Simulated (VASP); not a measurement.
**Ge in VASP 6.6.1, single-point calculation**

INCAR

```
NBANDS = 21
PREC = Low
EDIFF = 1E-7
LASPH = .TRUE.
LWAVE = .FALSE.
ENCUT = 520
SIGMA = 0.02
GGA = PE
LREAL = .FALSE.
ISMEAR = -1
ISIF = 2
NELM = 95
LCHARG = .FALSE.
NSW = 0
IBRION = -1
```

KPOINTS

```
KPOINTS created by Atomic Simulation Environment
0
Gamma
8 8 8
0 0 0
```

POSCAR

```
Ge
 1.0000000000000000
    -0.0000000000000000    2.8368735120893840    2.8368735120893840
     2.8368735120893840    0.0000000000000000    2.8368735120893840
     2.8368735120893840    2.8368735120893840   -0.0000000000000000
 Ge
   2
Cartesian
  0.0000000000000000 -0.0000000000000000 -0.0000000000000000
  1.4184367560446920  1.4184367560446920  1.4184367560446920
```

The recommended PBE PAW datasets give the neutral cell 28 valence electrons.

Command

```
mpirun -np 1 vasp_std
```

OSZICAR

```
N       E                     dE             d eps       ncg     rms          rms(c)
DAV:   1     0.187703125920E+03    0.18770E+03   -0.14463E+04  1345   0.362E+03
DAV:   2     0.187369876119E+02   -0.16897E+03   -0.16453E+03  1223   0.624E+02
DAV:   3    -0.817493711248E+01   -0.26912E+02   -0.26727E+02  1413   0.143E+02
DAV:   4    -0.908562373161E+01   -0.91069E+00   -0.91017E+00  1363   0.307E+01
DAV:   5    -0.910093458114E+01   -0.15311E-01   -0.15311E-01  1383   0.438E+00    0.317E+00
DAV:   6    -0.904628167834E+01    0.54653E-01   -0.21158E-02  1366   0.143E+00    0.188E+00
DAV:   7    -0.901623194972E+01    0.30050E-01   -0.47221E-02  1360   0.194E+00    0.147E-01
DAV:   8    -0.901798034056E+01   -0.17484E-02   -0.59724E-03  1348   0.941E-01    0.423E-02
DAV:   9    -0.901812924012E+01   -0.14890E-03   -0.21622E-04  1409   0.200E-01    0.156E-02
DAV:  10    -0.901814948656E+01   -0.20246E-04   -0.40732E-05  1352   0.727E-02    0.606E-03
DAV:  11    -0.901815142952E+01   -0.19430E-05   -0.62702E-06  1494   0.413E-02    0.166E-03
DAV:  12    -0.901815148279E+01   -0.53267E-07   -0.19338E-07  1122   0.726E-03
   1 F= -.90181515E+01 E0= -.90180693E+01  d E =-.164358E-03
```

Standard output (part)

```
POSCAR found type information on POSCAR Ge
 POSCAR found :  1 types and       2 ions
 LDA part: xc-table for (Slater+PW92), standard interpolation
 POSCAR, INCAR and KPOINTS ok, starting setup
 WAVECAR not read
 entering main loop
 the old and the new charge density differ
    0.317E+00
```

From OUTCAR

```
k-points           NKPTS =     29   k-points in BZ     NKDIM =     29   number of bands    NBANDS=     21

   NELECT =      28.0000    total number of electrons

   dimension x,y,z NGX =    24 NGY =   24 NGZ =   24
   dimension x,y,z NGXF=    24 NGYF=   24 NGZF=   24

  energy-cutoff  :      520.00
  volume of cell :       45.66
      direct lattice vectors                 reciprocal lattice vectors
     0.000000000  2.836873512  2.836873512    -0.176250368  0.176250368  0.176250368
     2.836873512  0.000000000  2.836873512     0.176250368 -0.176250368  0.176250368
     2.836873512  2.836873512  0.000000000     0.176250368  0.176250368 -0.176250368

 k-points in reciprocal lattice and weights: KPOINTS created by Atomic Simulation Env
   0.00000000  0.00000000  0.00000000       0.002
   0.12500000  0.00000000  0.00000000       0.016
   0.25000000  0.00000000  0.00000000       0.016
   0.37500000  0.00000000  0.00000000       0.016
   0.50000000  0.00000000  0.00000000       0.008
   0.12500000  0.12500000  0.00000000       0.012
   0.25000000  0.12500000  0.00000000       0.047
   0.37500000  0.12500000  0.00000000       0.047
   ...

 E-fermi :   4.9311

 k-point     1 :       0.0000    0.0000    0.0000
  band No.  band energies     occupation
      1     -19.8895      2.00000
      2     -19.8892      2.00000
      3     -19.8892      2.00000
      4     -19.8533      2.00000
      5     -19.8533      2.00000
      6     -19.6480      2.00000
      7     -19.6477      2.00000
      8     -19.6477      2.00000
      9     -19.6345      2.00000
     10     -19.6345      2.00000
     11      -7.7925      2.00000
     12       4.8730      1.89614
     13       4.9153      1.37705
     14       4.9153      1.37705
     15       4.9168      1.34336
     16       7.4650      0.00000
     17       7.4650      0.00000
     18       7.4658      0.00000
     19      11.3212      0.00000
     20      14.3742      0.00000
     21      14.3742      0.00000

 k-point     2 :       0.1250    0.0000    0.0000
  band No.  band energies     occupation
      1     -19.8973      2.00000
      2     -19.8970      2.00000
      3     -19.8868      2.00000
      4     -19.8423      2.00000
      5     -19.8422      2.00000
      6     -19.6594      2.00000
      7     -19.6593      2.00000
      8     -19.6506      2.00000
      9     -19.6248      2.00000
     10     -19.6246      2.00000
     11      -7.6037      2.00000
     12       2.5497      2.00000
     13       4.5839      2.00000
     14       4.5853      2.00000
     15       5.9182      0.00000
     16       7.9094      0.00000
     17       7.9099      0.00000
     18       8.3798      0.00000
     19      12.2432      0.00000
     20      13.4837      0.00000
     21      13.4839      0.00000

 ...

  Total        0.8494351      0.8494351      0.8494351      0.0000000      0.0000000     -0.0000000
  in kB       29.8051200     29.8051200     29.8051200      0.0000000      0.0000000     -0.0000000
  external PRESSURE =      29.8051200 kB  Pullay stress =       0.0000000 kB

 POSITION                                       TOTAL-FORCE (eV/Angst)
 -----------------------------------------------------------------------------------
      0.00000      0.00000      0.00000         0.000000     -0.000000     -0.000000
      1.41844      1.41844      1.41844        -0.000000      0.000000      0.000000
 -----------------------------------------------------------------------------------
    total drift:                                0.000000      0.000000      0.000000

  FREE ENERGIE OF THE ION-ELECTRON SYSTEM (eV)
  ---------------------------------------------------
  free  energy   TOTEN  =        -9.0181514828 eV

  energy  without entropy=       -9.0179871249  energy(sigma->0) =       -9.01806930
```

It converged. Results: gap between bands v and c on the k mesh 0.00 eV; least direct gap on the k mesh 0.00 eV; pressure 3.0 GPa. Band v is the last that the valence electrons fill when counted band by band, and c is the next.

These settings aren't sound, so the numbers aren't properties of the crystal.

On sound settings PBE gives a gap of 0.00 eV on its mesh and a pressure of 2.9 GPa for the intended cell.

The run took about 10 s on one core of a shared host (Intel Xeon Platinum 8488C) and held 0.12 GiB at most.
